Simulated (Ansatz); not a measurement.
# Ti2C: the cost of one run

Program: Ansatz 0.2.0. Level of theory: DFT PBE, scalar-relativistic, plane waves, PAW. These are calculated values, not measurements.

### 1 Starting point

It takes space group Pn-3m (No. 224, cubic). The conventional cell has a = 4.506 Å, b = 4.506 Å, c = 4.506 Å, α = 90.00°, β = 90.00°, γ = 90.00°. Ti (site symmetry -3m) is surrounded by 2 C at 1.95 Å. C (site symmetry -43m) is surrounded by 4 Ti at 1.95 Å.

Structure file:

```
CELL_PARAMETERS angstrom
4.50581 0.00000 0.00000
0.00000 4.50581 0.00000
0.00000 0.00000 4.50581
ATOMIC_POSITIONS crystal
Ti 0.25000 0.25000 0.75000
Ti 0.75000 0.25000 0.25000
Ti 0.25000 0.75000 0.25000
Ti 0.75000 0.75000 0.75000
C 0.50000 0.50000 0.50000
C 0.00000 0.00000 0.00000
```

The cell is invented: species swapped into a database cell of Cu2O (Pn-3m, No. 224), with Ti on the Cu sites and C on the O sites. Lengths come from tabulated atomic sizes and are only a guess.

### 2 Probe: one point on a coarse mesh

Input file input.yaml:

```yaml
crystal:
  lattice:
    - [4.50580916, 0.0, 0.0]
    - [0.0, 4.50580916, 0.0]
    - [0.0, 0.0, 4.50580916]
  atoms:
    - { symbol: Ti, position: [0.25, 0.25, 0.75] }
    - { symbol: Ti, position: [0.75, 0.25, 0.25] }
    - { symbol: Ti, position: [0.25, 0.75, 0.25] }
    - { symbol: Ti, position: [0.75, 0.75, 0.75] }
    - { symbol: C, position: [0.5, 0.5, 0.5] }
    - { symbol: C, position: [0.0, 0.0, 0.0] }
basis:
  ecutwfc: 420
kpoints:
  mp_grid: { grid: [4, 4, 4] }
hamiltonian:
  xc: pbe
scf:
  occupations: { method: gaussian, width: 0.1 }
  lower_state_search: "off"
output:
  forces: true
  stress: true
  eigenvalues: true
```

Run with:

```console
$ ansatz run input.yaml --threads 1 --pin off --max-ram 2048MiB --backend cpu --events-out ev --progress --plain --runs-dir out
```

Q: Estimate wall time and peak memory on 1 thread of Intel Xeon Platinum 8259CL at 2.50GHz (Skylake/Cascade Lake), shared host.

About 6.5 s, with a peak of 0.41 GiB.
